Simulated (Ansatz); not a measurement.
# BeTe: the cost of one run

Program: Ansatz 0.2.0. Level of theory: plane waves, PAW. These are calculated values, not measurements.

## 1. The structure to begin with

The structure is cubic, space group Fm-3m (No. 225). Conventional cell: a = 5.366 Å, b = 5.366 Å, c = 5.366 Å, α = 90.00°, β = 90.00°, γ = 90.00°. Around Be (site symmetry m-3m) lie 6 Te at 2.68 Å. Around Te (site symmetry m-3m) lie 6 Be at 2.68 Å.

Coordinates:

```
CELL_PARAMETERS angstrom
0.00000 2.68323 2.68323
2.68323 0.00000 2.68323
2.68323 2.68323 0.00000
ATOMIC_POSITIONS crystal
Be 0.00000 0.00000 0.00000
Te 0.50000 0.50000 0.50000
```

The cell was relaxed beforehand with r2SCAN; those runs aren't shown. No run includes spin-orbit coupling, which matters for Te.

## 2. PBE, anion s p, 6×6×6

File input.yaml:

```yaml
crystal:
  lattice:
    - [0.0, 2.6832298771, 2.6832298771]
    - [2.6832298771, 0.0, 2.6832298771]
    - [2.6832298771, 2.6832298771, 0.0]
  atoms:
    - { symbol: Be, position: [0.0, 0.0, 0.0] }
    - { symbol: Te, position: [0.5, 0.5, 0.5] }
kpoints:
  mp_grid: { grid: [6, 6, 6] }
  band_path:
    path:
      - [[0.0, 0.0, 0.0], [0.5, 8.545363311397e-35, 0.5], [0.625, 0.25, 0.625]]
      - [[0.375, 0.375, 0.75], [0.0, 0.0, 0.0], [0.5, 0.5, 0.5], [0.5, 0.25, 0.75], [0.5, 8.545363311397e-35, 0.5]]
    npoints: 10
hamiltonian:
  xc: pbe
scf:
  occupations: { method: fermi_dirac, width: 0.02 }
  n_extra_bands: 6
output:
  forces: false
  stress: false
  eigenvalues: true
  wannier:
    kmesh: [6, 6, 6]
    projections: [{ species: Te, l: s, shell: 5 }, { species: Te, l: p, shell: 5 }]
    minimise: true
    write_hr: true
    conv_tol: 1.0e-08
    max_iter: 3000
  write_density: true
  write_potential: true
  elf: true
  volumetric_format: npy
```

Launch:

```console
ansatz run input.yaml --threads 4 --pin off --max-ram 3686MiB --backend cpu --events-out ev --progress --plain --runs-dir out
```

Q: Estimate wall time and peak memory on 4 threads of Arm Neoverse V1, shared host.

About 1 s, with a peak of 0.29 GiB.
